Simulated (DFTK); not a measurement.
Runs of DFTK 0.8.2 on V. The structure is cubic, space group Im-3m (No. 229). Conventional cell: a = 3.029 Å, b = 3.029 Å, c = 3.029 Å, α = 90.00°, β = 90.00°, γ = 90.00°. V (site symmetry m-3m) has 8 V at 2.62 Å as nearest neighbours. 

| task | level | potentials or basis | k mesh | cutoff (eV) | SCF solver | mesh quality | gap on the mesh (eV) | pressure (GPa) | moment (μB) |
| --- | --- | --- | --- | --- | --- | --- | --- | --- | --- |
| single point | PBE | dojo.nc.sr.pbe.v0_4_1.standard.upf (PBE) | 12 × 12 × 12 | 1143 | - | not flagged | none | -5.3 | 0.00 |
| band structure | r2SCAN | in-house norm-conserving set (r2SCAN, scalar relativistic) | 8 × 8 × 8 | 1252 | ScfAndersonSolver | coarse | none | (a) | 0.28 |
| single point | PBEsol | dojo.nc.sr.pbesol.v0_4_1.standard.upf (PBEsol) | 12 × 12 × 12 | 1143 | - | not flagged | none | -12.0 | 0.00 |
| band structure | BJ06 | SG15 1.2 (PBE) | 8 × 8 × 8 | 1225 | ScfAndersonSolver | coarse | none | - | 0.00 |

Alike in all rows: spin collinear, ferromagnetic start; cell as given; smearing fermi-dirac 0.05 eV.

Q: Estimate the missing entries.

A: (a) -8.8.

Caveats: some runs use coarse meshes; the program leaves the constant c of mgga_x_tb09 at 1, so the potential is Becke-Johnson's (BJ06) and not Tran and Blaha's, with levels but no total energy (some runs); the potentials were made for another functional, which shifts forces and pressure (some runs).

A k mesh can miss the band edges.

A gap of «none» marks a metal or a gap under the smearing width.

Not every run made on this cell is shown here.
